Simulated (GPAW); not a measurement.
# MnS (Browneite): exchange couplings by hand from total energies

Aim: get Heisenberg couplings of MnS (Browneite) from the energies of collinear orders, with pencil and paper, and test them on an order left out of the fit.

Calculated with GPAW 26.7.0; PBE with U = 4 eV on Mn d; plane waves with GPAW's PAW setups, scalar-relativistic.

### Step 1. The structure

Symmetry: F-43m, No. 216, cubic system. The conventional cell has a = 5.600 Å, b = 5.600 Å, c = 5.600 Å, α = 90.00°, β = 90.00°, γ = 90.00°. Nearest to Mn lie 4 S at 2.42 Å. Nearest to S lie 4 Mn at 2.42 Å. Farther neighbours and most contacts between anions are not listed.

### Step 2. The parallel order

All energies count from this run. A Hubbard term is added for the open shell, at a value in common use.

order1.py

```python
import json
import numpy as np
from ase import Atoms
from ase.parallel import paropen, parprint
from gpaw import GPAW

atoms = Atoms(['Mn', 'S'],
    cell=[[0.0, 2.8, 2.8],
         [2.8, 0.0, 2.8],
         [2.8, 2.8, 0.0]],
    scaled_positions=[[0.0, 0.0, 0.0],
         [0.25, 0.25, 0.25]],
    pbc=True,
    magmoms=[4.5, 0.0])
atoms.calc = GPAW(mode={'name': 'pw', 'ecut': 550},
    xc='PBE',
    kpts={'size': (8, 8, 8), 'gamma': True},
    occupations={'name': 'fermi-dirac', 'width': 0.05},
    convergence={'density': 1e-05, 'energy': 1e-05},
    maxiter=200,
    setups={'Mn': ':d,4.0'},
    symmetry={'tolerance': 1e-4},
    txt='order1.txt')
e = atoms.get_potential_energy(force_consistent=True)
res = {'free_energy': e, 'energy_sigma0': atoms.get_potential_energy(), 'fermi_energy': atoms.calc.get_fermi_level()}
res['moments'] = atoms.get_magnetic_moments().tolist()
res['total'] = atoms.get_magnetic_moment()
parprint('site moments (muB):', np.round(res['moments'], 3))
parprint(f"total moment: {res['total']:.3f} muB")
parprint(f'free energy: {e:.6f} eV')
atoms.calc.write('order1.gpw')
n = atoms.calc.get_pseudo_density()
up, down = (atoms.calc.get_pseudo_density(spin=i) for i in (0, 1))
np.savez('grids.npz', density=n, spin=up - down)
with paropen('results.json', 'w') as f:
    json.dump(res, f)
```

The run is started by

```bash
$ OMP_NUM_THREADS=1 mpirun -n 4 gpaw python order1.py > order1.log
```

The program printed:

```text
site moments (muB): [4.49  0.033]
total moment: 5.000 muB
free energy: -14.229207 eV

--- order1.txt ---
Input parameters:
  mode=PW(ecut=550),
  convergence={'density': 1e-05, 'energy': 1e-05},
  kpts=MonkhorstPack(size=(8, 8, 8), gamma=True),
  maxiter=200,
  occupations=Occupations(name='fermi-dirac', width=0.05),
  setups={'Mn': ':d,4.0'},
  symmetry=Symmetry(tolerance=0.0001),
  xc=XC(name='PBE')

[...]
|         13 |         5.861 |     0.000 |         9.774 |     0.000 |
|         14 |        10.698 |     0.000 |        11.722 |     0.000 |
|         15 |        10.698 |     0.000 |        11.722 |     0.000 |
|         16 |        10.698 |     0.000 |        11.722 |     0.000 |

Gap: 1.241 eV
Transition (v -> c):
  (s=0, k=0, n=12, [0.00, 0.00, 0.00]) -> (s=1, k=24, n=8, [0.50, 0.50, 0.00])
Direct/indirect transitions are different
Direct gap: 1.315 eV
Transition at: (s=0, k=0, n=12, [0.00, 0.00, 0.00])

[key lines of the parts left out:]
Free energy:     -14.229207
Converged in 11 steps
dipole moment: (-15.083728, -15.083728, -15.083728)  # |e|*Ang
Fermi level: 5.165
```

Wall time 15 s (4 MPI ranks of Intel Xeon Platinum 8259CL at 2.50GHz (Skylake/Cascade Lake), shared host); peak memory 0.76 GiB.

Spin moment in the augmentation sphere by atom:

| atom | spin moment in the augmentation sphere (μB) |
| --- | --- |
| Mn1 | 4.49 |
| S2 | 0.03 |

Numbers from this step:

- magnetization: 5 μB
- final state: ferromagnetic

After 11 cycles the largest moment stands at 4.49 μB.

### Step 3. The orders used for the fit

The other orders were run with the same settings, on meshes that hold the same points. Free energies (smearing 0.05 eV, its entropy term included) are divided by the number of Mn atoms; q is in fractions of the reciprocal vectors of the first run's cell.

| order | atoms | mesh | free energy (eV) | eV per Mn | largest moment (μB) |
| --- | --- | --- | --- | --- | --- |
| F + | 2 | 8×8×8 | -14.2292 | -14.2292 | 4.49 |
| AF q=(0,1/2,1/2) +- | 4 | 8×4×8 | -28.6690 | -14.3345 | 4.41 |

### Step 4. Counting neighbours

With E = −Σ J e_i·e_j over ordered pairs of unit vectors, turning a neighbour from parallel to opposed costs 2J a Mn atom. So an order lies 2 Σ n J over the parallel one, n being the opposed neighbours in each shell.

| shell | distance (Å) | neighbours | opposed in AF q=(0,1/2,1/2) +- | opposed in AF q=(0,0,1/2) +- |
| --- | --- | --- | --- | --- |
| J1 | 3.96 | 12 | 8 | 6 |
| J2 | 5.60 | 6 | 0 | 6 |

Only J1 is kept.

### Step 5. Solving

```
2 × 8 × J1 = -105.31 meV    (AF q=(0,1/2,1/2) +-)
J1 = -6.58 meV
```

### Step 6. The test

The couplings now give the orders that were left out:

```
2 × 6 × (-6.58) = -78.96 meV    (AF q=(0,0,1/2) +-)
```

The runs themselves:

| order | atoms | mesh | free energy (eV) | eV per Mn | largest moment (μB) | over the parallel order (meV) | foretold (meV) |
| --- | --- | --- | --- | --- | --- | --- | --- |
| AF q=(0,0,1/2) +- | 4 | 8×8×4 | -28.6207 | -14.3103 | 4.43 | -81.13 | -78.96 |

### Step 7. Outcome

| Quantity | Value |
| --- | --- |
| J1 (Mn–Mn at 3.96 Å) | -6.58 meV |
| largest miss on the orders left out | 2.2 meV |

**Reading.** The model misses the order left out by 2.2 meV, 2.1 % of the span of the orders, so it holds on this test. The first dropped shell that the test feels is J2 at 5.60 Å. The site moments spread by 1.8 % over the orders. The couplings are effective ones: further shells with opposed neighbours are folded into them or show in the miss. No mean-field temperature is given: it needs a model that holds, an unfrustrated order and couplings in all three dimensions.

[Logs and program files are shortened in this print: banners, set-up blocks, solver, clock and traceback lines can be left out without a mark of their own.]

[Logs are printed without paths, hosts, clocks, repeated set-up lines and the standing remarks that a program may print on its own settings, such as how far it seeks lower states.]

[Hosts, paths, dates, database ids (printed as entryN), source tags and the programs' standing remarks are cut or masked in the printed files.]

[Where a cell is said to come from a database of computed structures, the database is the Materials Project.]
